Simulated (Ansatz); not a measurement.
Runs of Ansatz 0.2.0 on Cd. It takes space group P6_3/mmc (No. 194, hexagonal). Conventional cell: a = 3.093 Å, b = 3.093 Å, c = 10.431 Å, α = 90.00°, β = 90.00°, γ = 120.00°. Around Cd (site symmetry -6m2) lie 12 Cd at 3.09 to 3.16 Å. Around Cd (site symmetry -3m) lie 12 Cd at 3.09 to 3.16 Å. 

```tsv
task	level	cutoff (eV)	basis error allowed	pressure (GPa)
band structure	LDA	189	0.002 eV/atom	(a)
band structure	PBEsol	189	0.002 eV/atom	-1.7
band structure	PBE	189	0.002 eV/atom	2.7
single point	PBEsol	204	0.001 eV/atom	-1.7
```

Alike in all rows: potentials or basis all-electron LAPW, scalar-relativistic; no spin polarisation; cell as given; k mesh 10 × 10 × 3; smearing fermi-dirac 0.05 eV.

**Question.** Estimate the missing entries.

**Answer.** (a) -4.4.

Not every run made on this cell is shown here.
